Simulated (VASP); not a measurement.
The system is Sn.

```
Sn
1.0
    -1.72654    1.77555    2.33834
     1.72654   -1.77555    2.33834
     1.72654    1.77555   -2.33834
Sn
1
Direct
  0.00000 0.00000 0.00000
```

This isn't the form of Sn at room conditions, which is tetragonal (white tin).

| Item | Value |
| --- | --- |
| Program | VASP 6.6.1 |
| Task | single point |
| Functional | PBE |
| Potentials or basis | VASP PAW PBE potentials, release 64 (Sn_d) |
| Cutoff | 520 eV |
| k mesh | 11 × 11 × 11 |
| Occupations | fermi-dirac, width 0.05 eV |
| Spin | no spin polarisation |

On this cell: pressure -1.1 GPa; band gap on the k mesh none (metal or under the smearing width).

The same run follows on a disturbed copy (cell strained at random at fixed volume):

```xyz
1
Lattice="-1.6658 1.7656 2.2958 1.7444 -1.7991 2.3793 1.6824 1.8152 -2.3212" Properties=species:S:1:pos:R:3 pbc="T T T"
Sn   -0.0176    0.0062   -0.0314
```

**Question.** What does the disturbed cell give?

**Answer.** The energy (extrapolated to zero smearing) moves by +5.2 meV/atom; pressure -1.1 GPa; band gap on the k mesh none (metal or under the smearing width).

Stress tensor (GPa, compression positive):
```
-0.19 -0.02 -0.62
-0.02 -2.04  0.18
-0.62  0.18 -0.94
```
